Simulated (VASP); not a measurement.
# BP (F-43m) in VASP: a series of runs

One crystal, BP, is run at these levels: PBEsol, PBE; tasks: phonons, dielectric tensor, elastic constants.

All numbers are computed with VASP 6.6.1; they aren't measurements. Logs are shortened: lines on timing, memory, paths and dates and some standing lists are left out, and cuts for length are marked.

## (1) The crystal as given

Symmetry: F-43m, No. 216, cubic system. The conventional cell has a = 4.521 Å, b = 4.521 Å, c = 4.521 Å, α = 90.00°, β = 90.00°, γ = 90.00°. B (site symmetry -43m) has 4 P at 1.96 Å as nearest neighbours. P (site symmetry -43m) has 4 B at 1.96 Å as nearest neighbours.

## (2) Phonons, PBEsol

Input file POSCAR:

```
BP
1.0
    0.0000000000      2.2605516541      2.2605516541
    2.2605516541      0.0000000000      2.2605516541
    2.2605516541      2.2605516541      0.0000000000
  B               P
     1     1
Direct
     0.0000000000000000    0.0000000000000000    0.0000000000000000
     0.2500000000000000    0.2500000000000000    0.2500000000000000
```

Input file INCAR.step1:

```
  PREC = Accurate
  ENCUT = 600
  EDIFF = 1E-8
  ISMEAR = 0
  SIGMA = 0.03
  LREAL = False
  LASPH = True
  NELM = 80
  ALGO = Normal
  ISIF = 3
  LWAVE = False
  LCHARG = False
  GGA = PS
  IBRION = 2
  NSW = 40
  EDIFFG = -0.002
```

Input file INCAR.step2:

```
  PREC = Accurate
  ENCUT = 600
  EDIFF = 1E-8
  ISMEAR = 0
  SIGMA = 0.03
  LREAL = False
  LASPH = True
  NELM = 80
  ALGO = Normal
  ISIF = 2
  LWAVE = False
  LCHARG = False
  GGA = PS
  IBRION = 6
  NFREE = 2
  POTIM = 0.015
  NSW = 1
```

Input file KPOINTS:

```
Automatic mesh
0
Gamma
  10 10 10
```

Potentials or basis: VASP PAW PBE potentials, release 64 (B, P).

Command:

```bash
$ cat potpaw_PBE.64/B/POTCAR potpaw_PBE.64/P/POTCAR > POTCAR
$ cp INCAR.step1 INCAR
$ mpirun -np 1 vasp_std > vasp.out
$ cp CONTCAR POSCAR
$ cp INCAR.step2 INCAR
$ mpirun -np 1 vasp_std > vasp.out
```

OUTCAR:

```text
PREC = Accurate
   ENCUT = 600
   EDIFF = 1E-8
   ISMEAR = 0
   LREAL = False
   LASPH = True
   NELM = 80
   ISIF = 2
   GGA = PS
   IBRION = 6
   NFREE = 2
   POTIM = 0.015
   NSW = 1

 ion  position               nearest neighbor table
   1  0.000  0.000  0.000-   2 1.96   2 1.96   2 1.96   2 1.96
   2  0.250  0.250  0.250-   1 1.96   1 1.96   1 1.96   1 1.96

  LATTYP: Found a face centered cubic cell.
 ALAT       =     4.5211033082

  Lattice vectors:

 A1 = (   0.0000000000,   2.2605516541,   2.2605516541)
 A2 = (   2.2605516541,   0.0000000000,   2.2605516541)
 A3 = (   2.2605516541,   2.2605516541,   0.0000000000)

Analysis of symmetry for initial positions (statically):
=====================================================================
 Subroutine PRICEL returns:
 Original cell was already a primitive cell.

 Routine SETGRP: Setting up the symmetry group for a
 face centered cubic supercell.

 Subroutine GETGRP returns: Found 24 space group operations
 (whereof 24 operations were pure point group operations)
 out of a pool of 48 trial point group operations.

The static configuration has the point symmetry T_d .

Analysis of symmetry for dynamics (positions and initial velocities):
=====================================================================
 Subroutine PRICEL returns:
 Original cell was already a primitive cell.

 Routine SETGRP: Setting up the symmetry group for a
 face centered cubic supercell.

 Subroutine GETGRP returns: Found 24 space group operations
 (whereof 24 operations were pure point group operations)
 out of a pool of 48 trial point group operations.

The dynamic configuration has the point symmetry T_d .

 Subroutine INISYM returns: Found 24 space group operations
 (whereof 24 operations are pure point group operations),
 and found     1 'primitive' translations

----------------------------------------------------------------------------------------

                                     Primitive cell

  volume of cell :      23.1033

  direct lattice vectors                    reciprocal lattice vectors
     0.000000000  2.260551654  2.260551654    -0.221184948  0.221184948  0.221184948
     2.260551654  0.000000000  2.260551654     0.221184948 -0.221184948  0.221184948
     2.260551654  2.260551654  0.000000000     0.221184948  0.221184948 -0.221184948

  length of vectors
     3.196902808  3.196902808  3.196902808     0.383103568  0.383103568  0.383103568

  position of ions in fractional coordinates (direct lattice)
     0.000000000  0.000000000  0.000000000
     0.250000000  0.250000000  0.250000000

  ion indices of the primitive-cell ions
   primitive index   ion index
                 1           1
                 2           2

----------------------------------------------------------------------------------------

 KPOINTS: Automatic mesh

Automatic generation of k-mesh.
 Grid dimensions read from file:
 generate k-points for:   10   10   10

 Generating k-lattice:

  Cartesian coordinates                     Fractional coordinates (reciprocal lattice)
    -0.022118495  0.022118495  0.022118495     0.100000000  0.000000000  0.000000000
     0.022118495 -0.022118495  0.022118495     0.000000000  0.100000000  0.000000000
     0.022118495  0.022118495 -0.022118495     0.000000000  0.000000000  0.100000000

  Length of vectors
     0.038310357  0.038310357  0.038310357

  Shift w.r.t. Gamma in fractional coordinates (k-lattice)
     0.000000000  0.000000000  0.000000000

 Subroutine IBZKPT returns following result:
 ===========================================

 Found     47 irreducible k-points:

 Following reciprocal coordinates:
[... 54 lines left out ...]
   PSTRESS=    0.0 pullay stress
   NELECT =       8.0000    total number of electrons
   NUPDOWN=      -1.0000    fix difference up-down
   EMIN   =  10.00;   EMAX   =-10.00  energy-range for DOS
   EFERMI =   0.00;   METHOD = LEGACY
   ISMEAR =     0;   SIGMA  =   0.03  broadening in eV -4-tet -1-fermi 0-gaus
   EFERMI_NEDOS =   21; number of points for ismear=-14 and -15
   IALGO  =     38    algorithm
   IMIX   =      4    mixing-type and parameters
     AMIX     =   0.40;   BMIX     =  1.00
     AMIX_MAG =   1.60;   BMIX_MAG =  1.00
  volume/ion in A,a.u.               =      11.55        77.95
  Fermi-wavevector in a.u.,A,eV,Ry     =   1.149601  2.172431 17.981215  1.321582
  Thomas-Fermi vector in A             =   2.286270
   LORBIT       =      0    0 simple, 1 ext, 2 COOP (PROOUT), +10 PAW based schemes
   GGA     = PS    functional components
   LHFCALC =     F    Hartree Fock is set to
   AEXX    =    0.0000 exact exchange contribution
   IVDW    =     0    specifies the selected vdW correction
   LEPSILON=     F    determine dielectric tensor
   LRPA    =     F    only Hartree local field effects (RPA)
 finite differences with symmetry
 non-spin polarized calculation
 Gauss-broadening in eV      SIGMA  =   0.03
  energy-cutoff  :      600.00
  volume of cell :       23.10
 maximum number of plane-waves:       785
 NGX is ok and might be reduce to    28
   NGX = 13   NGY = 13   NGZ = 13

--------------------------------------- Ionic step        1  -------------------------------------------

 number of electron       8.0000000 magnetization

 Free energy of the ion-electron system (eV)
  ---------------------------------------------------
  ext. energy  EPLUGINS =         0.00000000
  ---------------------------------------------------
  free energy    TOTEN  =       -13.67526507 eV

  energy without entropy =      -13.67526507  energy(sigma->0) =      -13.67526507

------------------------ aborting loop because EDIFF is reached ----------------------------------------

  FORCE on cell =-STRESS in cart. coord.  units (eV):
  Direction    XX          YY          ZZ          XY          YZ          ZX
  --------------------------------------------------------------------------------------
  -------------------------------------------------------------------------------------
  Total        0.0003808      0.0003808      0.0003808      0.0000000      0.0000000     -0.0000000
  in kB        0.0264050      0.0264050      0.0264050      0.0000000      0.0000000     -0.0000000
  external PRESSURE =       0.0264050 kB  Pullay stress =       0.0000000 kB
[... 131 lines left out ...]
--------------------------------------- Ionic step        5  -------------------------------------------

 number of electron       8.0000000 magnetization

 Free energy of the ion-electron system (eV)
  ---------------------------------------------------
  ext. energy  EPLUGINS =         0.00000000
  ---------------------------------------------------
  free energy    TOTEN  =       -13.67308827 eV

  energy without entropy =      -13.67308827  energy(sigma->0) =      -13.67308827

 E-fermi :   7.7838     XC(G=0): -11.0930

 val. band max:        7.6542701096   @ k =   0.0000   0.0000   0.0000
 cond. band min:       8.6525207994   @ k =   0.0000   0.4000   0.4000
 fundamental gap:      0.9982506898
 Fermi energy:         7.7837791285

 k-point     1 :       0.0000    0.0000    0.0000
  band No.  band energies     occupation
      1      -8.0604      2.00000
      2       7.4213      2.00000
      3       7.5389      2.00000
      4       7.6543      2.00000
      5      10.8340      0.00000
      6      10.9099      0.00000
      7      10.9889      0.00000
      8      15.0500      0.00000
[... 243 lines left out ...]
 k-point    24 :       0.4000    0.3000    0.0000
  band No.  band energies     occupation
      1      -5.0786      2.00000
      2       1.3215      2.00000
      3       3.4385      2.00000
      4       3.9582      2.00000
      5       9.2350      0.00000
      6      11.0322      0.00000
      7      17.0650      0.00000
      8      17.0993      0.00000

 [... further k-points ...]

------------------------ aborting loop because EDIFF is reached ----------------------------------------

  FORCE on cell =-STRESS in cart. coord.  units (eV):
  Direction    XX          YY          ZZ          XY          YZ          ZX
  --------------------------------------------------------------------------------------
  -------------------------------------------------------------------------------------
  Total        0.0005785      0.0046215      0.0046215      0.0000000      0.1199017      0.0000000
  in kB        0.0401210      0.3204967      0.3204967      0.0000000      8.3150076      0.0000000
  external PRESSURE =       0.2270382 kB  Pullay stress =       0.0000000 kB
[... 17 lines left out ...]
  FREE ENERGIE OF THE ION-ELECTRON SYSTEM (eV)
  ---------------------------------------------------
  free  energy   TOTEN  =       -13.6730882715 eV

  energy  without entropy=      -13.6730882715  energy(sigma->0) =      -13.67308827

 INTERNAL STRAIN TENSORS FROM DISPLACED ATOMS
 ============================================

 INTERNAL STRAIN TENSOR FOR ION    1 for displacements in x,y,z  (eV/Angst):
          X           Y           Z          XY          YZ          ZX
  --------------------------------------------------------------------------------
  x    -0.00000    -0.00000    -0.00000     0.00000     8.00291     0.00000
  y     0.00000    -0.00000     0.00000     0.00000     0.00000     8.00291
  z    -0.00000    -0.00000    -0.00000     8.00291     0.00000     0.00000

 INTERNAL STRAIN TENSOR FOR ION    2 for displacements in x,y,z  (eV/Angst):
          X           Y           Z          XY          YZ          ZX
  --------------------------------------------------------------------------------
  x     0.00000     0.00000     0.00000     0.00000    -7.99626     0.00000
  y    -0.00000     0.00000    -0.00000     0.00000     0.00000    -7.99626
  z     0.00000     0.00000     0.00000    -7.99626     0.00000     0.00000

 Eigenvectors and eigenvalues of the dynamical matrix
 ----------------------------------------------------

   1 f  =   24.289606 THz   152.616097 2PiTHz  810.214053 cm-1   100.453695 meV
             X         Y         Z           dx          dy          dz
      0.000000  0.000000  0.000000     0.000000    0.860971    0.000000
      1.130276  1.130276  1.130276     0.000000   -0.508655    0.000000
[... 21 lines left out ...]
   6 f/i=    0.000013 THz     0.000085 2PiTHz    0.000450 cm-1     0.000056 meV
             X         Y         Z           dx          dy          dz
      0.000000  0.000000  0.000000     0.000000    0.000000   -0.508655
      1.130276  1.130276  1.130276     0.000000    0.000000   -0.860971

 ELASTIC MODULI CONTR FROM IONIC RELAXATION (kBar)
 Direction    XX          YY          ZZ          XY          YZ          ZX
 --------------------------------------------------------------------------------
 XX          -0.0000     -0.0000     -0.0000      0.0000      0.0000     -0.0000
 YY          -0.0000     -0.0000     -0.0000      0.0000      0.0000      0.0000
 ZZ          -0.0000     -0.0000     -0.0000      0.0000      0.0000     -0.0000
 XY           0.0000      0.0000      0.0000   -229.3980      0.0000     -0.0000
 YZ           0.0000      0.0000      0.0000     -0.0000   -229.3980      0.0000
 ZX          -0.0000      0.0000     -0.0000     -0.0000      0.0000   -229.3980
 --------------------------------------------------------------------------------
```

It took 1.7 min on 1 thread of Intel Xeon Platinum 8259CL at 2.50GHz (Skylake/Cascade Lake), shared host; peak memory 0.21 GiB.

What came out:

```
Highest phonon frequency at Γ, LO-TO splitting left out : 810 cm⁻¹
```

Phonon frequencies in cm⁻¹ (negative: imaginary):
```
              q point        frequencies
(0.000, 0.000, 0.000)  0 0 0 810 810 810
```

Caveat: the PAW data sets were made with another functional, which shifts forces and pressure a little.

## (3) Dielectric tensor, PBEsol

Input file INCAR:

```
  PREC = Accurate
  ENCUT = 600
  EDIFF = 1E-8
  ISMEAR = 0
  SIGMA = 0.03
  LREAL = False
  LASPH = True
  NELM = 80
  ALGO = Normal
  ISIF = 2
  LWAVE = False
  LCHARG = False
  GGA = PS
  LEPSILON = True
```

Input file KPOINTS:

```
Automatic mesh
0
Monkhorst-Pack
  16 16 16
```

POSCAR, as its differences from that of step 2:

```diff
@@ -1,2 +1,2 @@
-BP
+BP                                      
 1.0
@@ -5,3 +5,3 @@
     2.2605516541      2.2605516541      0.0000000000
-  B               P
+  B               P             
      1     1
```

Potentials or basis: VASP PAW PBE potentials, release 64 (B, P).

Command:

```bash
$ cat potpaw_PBE.64/B/POTCAR potpaw_PBE.64/P/POTCAR > POTCAR
$ mpirun -np 1 vasp_std > vasp.out
```

OUTCAR:

```text
PREC = Accurate
   ENCUT = 600
   EDIFF = 1E-8
   ISMEAR = 0
   LREAL = False
   LASPH = True
   NELM = 80
   ISIF = 2
   GGA = PS
   LEPSILON = True

 ion  position               nearest neighbor table
   1  0.000  0.000  0.000-   2 1.96   2 1.96   2 1.96   2 1.96
   2  0.250  0.250  0.250-   1 1.96   1 1.96   1 1.96   1 1.96

  LATTYP: Found a face centered cubic cell.
 ALAT       =     4.5211033082

  Lattice vectors:

 A1 = (   0.0000000000,   2.2605516541,   2.2605516541)
 A2 = (   2.2605516541,   0.0000000000,   2.2605516541)
 A3 = (   2.2605516541,   2.2605516541,   0.0000000000)

Analysis of symmetry for initial positions (statically):
=====================================================================
[... 511 lines left out ...]
    -0.00061  0.13427  0.00000
     0.13427 -0.00061  0.00000
     0.00000  0.00000  0.00069

 MACROSCOPIC STATIC DIELECTRIC TENSOR (including local field effects in DFT)
 ------------------------------------------------------
           9.335015    -0.000000     0.000000
           0.000000     9.335015     0.000000
           0.000000    -0.000000     9.335015
 ------------------------------------------------------

 PIEZOELECTRIC TENSOR (including local field effects)  for field in x, y, z        (e  Angst)
          XX          YY          ZZ          XY          YZ          ZX
  --------------------------------------------------------------------------------
  x     0.00000    -0.00000     0.00000     0.00000     0.19284    -0.00000
  y    -0.00000    -0.00000     0.00000    -0.00000    -0.00000     0.19284
  z     0.00000    -0.00000    -0.00000     0.19284    -0.00000    -0.00000

 PIEZOELECTRIC TENSOR (including local field effects)  for field in x, y, z        (C/m^2)
          XX          YY          ZZ          XY          YZ          ZX
  --------------------------------------------------------------------------------
  x     0.00000    -0.00000     0.00000     0.00000     0.13373    -0.00000
  y    -0.00000    -0.00000     0.00000    -0.00000    -0.00000     0.13373
  z     0.00000    -0.00000    -0.00000     0.13373    -0.00000    -0.00000

 BORN EFFECTIVE CHARGES (including local field effects) (in |e|, cummulative output)
 ---------------------------------------------------------------------------------
 ion    1
    1    -0.54139     0.00000    -0.00000
    2    -0.00000    -0.54139     0.00000
    3     0.00000     0.00000    -0.54139
 ion    2
    1     0.54139     0.00000     0.00000
    2     0.00000     0.54139    -0.00000
    3     0.00000     0.00000     0.54139
```

stdout:

```text
POSCAR found type information on POSCAR B P
 POSCAR found :  2 types and       2 ions
 scaLAPACK will be used
 -----------------------------------------------------------------------------
|                                                                             |
|                                                                             |
|     You enforced a specific xc type in the INCAR file but a different       |
[... 46 lines left out ...]
  Direction:   1
 dielectric tensor                  component  1 :     9.335     0.201     0.000
 Linear response to external field, progress :
  Direction:   2
 dielectric tensor                  component  2 :     0.000     9.335    -0.201
 Linear response to external field, progress :
  Direction:   3
 dielectric tensor                  component  3 :     0.572    -0.001     9.335
 Born effective charges drift removed
```

It took 34 min on 1 thread of Intel Xeon Platinum 8259CL at 2.50GHz (Skylake/Cascade Lake), shared host; peak memory 1.2 GiB.

What came out:

| Property | Result |
| --- | --- |
| Electronic dielectric tensor (diagonal) | 9.34 |
| Born charges (mean of the diagonal) | B -0.54; P +0.54 e |

Electronic dielectric tensor:
```
9.34 0.00 0.00
0.00 9.34 0.00
0.00 0.00 9.34
```

Born effective charge tensors (e):
atom 1, B
```
-0.54  0.00  0.00
 0.00 -0.54  0.00
 0.00  0.00 -0.54
```
atom 2, P
```
0.54 0.00 0.00
0.00 0.54 0.00
0.00 0.00 0.54
```

Caveat: the PAW data sets were made with another functional, which shifts forces and pressure a little.

(Part 1 of 2 ends here.)
